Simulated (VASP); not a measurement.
Write the native input for VASP 6.6.1 that does the following.

```
Task                   : single point
Functional             : r2SCAN
Potentials or basis    : VASP PAW PBE potentials, release 64 (La)
Cutoff                 : 520 eV
k mesh                 : 14 × 14 × 14
Occupations            : gaussian, width 0.05 eV
Spin                   : no spin polarisation
Dipole correction      : no
Further INCAR settings : ALGO = Normal; EDIFF = 1e-07; NBANDS = 12
```

Crystal: La.

```
La
1.0
    -2.12230    2.12230    2.12230
     2.12230   -2.12230    2.12230
     2.12230    2.12230   -2.12230
La
1
Direct
  0.00000 0.00000 0.00000
```

The cell was built by a generator and needn't be a form met in nature.

The input as run:

POSCAR

```
La
1.0
   -2.1222967573      2.1222967573      2.1222967573
    2.1222967573     -2.1222967573      2.1222967573
    2.1222967573      2.1222967573     -2.1222967573
La
1
Direct
    0.0000000000      0.0000000000      0.0000000000
```

INCAR.step1

```
  PREC = Accurate
  ENCUT = 520
  ISMEAR = 0
  SIGMA = 0.05
  LREAL = False
  LASPH = True
  NELM = 100
  NBANDS = 12
  GGA = PE
  ALGO = Normal
  EDIFF = 1E-4
  LWAVE = True
  LCHARG = False
```

INCAR.step2

```
  PREC = Accurate
  ENCUT = 520
  EDIFF = 1E-7
  ISMEAR = 0
  SIGMA = 0.05
  LREAL = False
  LASPH = True
  NELM = 100
  ALGO = Normal
  ISIF = 2
  LWAVE = False
  LCHARG = False
  METAGGA = R2SCAN
  LMIXTAU = True
  NBANDS = 12
  ISTART = 1
```

KPOINTS

```
Automatic mesh
0
Gamma
  14 14 14
```

Potentials or basis: VASP PAW PBE potentials, release 64 (La).

Run with:

```bash
$ cat potpaw_PBE.64/La/POTCAR > POTCAR
$ cp INCAR.step1 INCAR
$ mpirun -np 1 vasp_std > vasp.out
$ cp INCAR.step2 INCAR
$ mpirun -np 1 vasp_std > vasp.out
```

Results of the run:

```yaml
Pressure: 0.1 GPa
Band_gap_on_the_k_mesh: none (metal or under the smearing width)
```

Caveat: the PAW data sets were made with another functional, which shifts forces and pressure a little.

Run time: 12 min on 1 thread of AMD EPYC 7571, with other jobs on the host, peak memory 0.18 GiB.
